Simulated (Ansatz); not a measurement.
A surface is cut from this relaxed crystal of AlRu:

```
Al Ru
1.0
     3.00408    0.00000    0.00000
     0.00000    3.00408    0.00000
     0.00000    0.00000    3.00408
Al Ru
1 1
Direct
  0.00000 0.00000 0.00000
  0.50000 0.50000 0.50000
```

Miller indices refer to the conventional cell of Pm-3m (No. 221), a = 3.004 Å, b = 3.004 Å, c = 3.004 Å, α = 90.00°, β = 90.00°, γ = 90.00°.

The (100) slab of 8 planes, 10.5 Å thick with 15 Å of vacuum as cut; outer planes Al (top) and Ru (bottom).

All numbers below come from Ansatz 0.2.0, DFT PBE, scalar-relativistic, plane waves, PAW. Settings: cutoff 420 eV, Γ-centred mesh 12×12×1 on the computed 8-atom cell, Gaussian smearing of 0.10 eV; no spin polarisation. The cell repeats along c with a dipole correction in the vacuum.

Results for the relaxed slab:

```yaml
Surface_energy_mean_of_both_faces: 2.63 J/m²
Work_function: 3.16 eV (top), 4.28 eV (bottom)
Dipole_of_the_slab_along_+c_per_cell: 0.06 e·Å
```

Relaxation lowers the energy by 0.228 J/m² a face; the largest move is 0.210 Å.

| plane (bottom to top) | atoms | spacing to next, bulk (Å) | relaxed (Å) | change (%) |
| --- | --- | --- | --- | --- |
| 1 | Ru | 1.502 | 1.404 | -6.5 |
| 2 | Al | 1.502 | 1.472 | -2.0 |
| 3 | Ru | 1.502 | 1.519 | +1.1 |
| 4 | Al | 1.502 | 1.470 | -2.1 |
| 5 | Ru | 1.502 | 1.484 | -1.2 |
| 6 | Al | 1.502 | 1.583 | +5.4 |
| 7 | Ru | 1.502 | 1.240 | -17.4 |
| 8 | Al |  |  |  |